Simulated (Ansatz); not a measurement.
Crystal: Cu.

```
Cu
1.0
     1.21846   -3.97638    0.00000
     1.21846    3.97638    0.00000
     0.00000    0.00000    2.47550
Cu
2
Direct
  0.86613 0.13387 0.75000
  0.13387 0.86613 0.25000
```

This isn't the form of Cu at room conditions, which is fcc.

Base run:

| Item | Value |
| --- | --- |
| Program | Ansatz 0.2.0 |
| Functional | PBE |
| Potentials or basis | all-electron LAPW, scalar-relativistic |
| Cutoff | 329 eV (chosen from the basis error) |
| Basis error allowed | 0.001 eV/atom |
| k mesh | 11 × 11 × 11 |
| Occupations | fermi-dirac, width 0.05 eV |
| Spin | no spin polarisation |
| Hubbard terms | Cu d U = 3 eV |

Its results: band gap on the k mesh none (metal or under the smearing width); pressure 7.7 GPa; largest force 0.043 eV/Å.

Problem. The run is repeated on the same cell with these changes: hubbard terms from Cu d U = 3 eV to Cu d U = 5 eV. What comes out?

Solution. Band gap on the k mesh none (metal or under the smearing width); pressure 8.7 GPa; largest force 0.044 eV/Å.

Caveats: U is the effective U less J, on atomic orbitals that reach past the spheres; U without spin polarisation on a metal has little footing; the U is typed as a test and isn't derived for this compound.
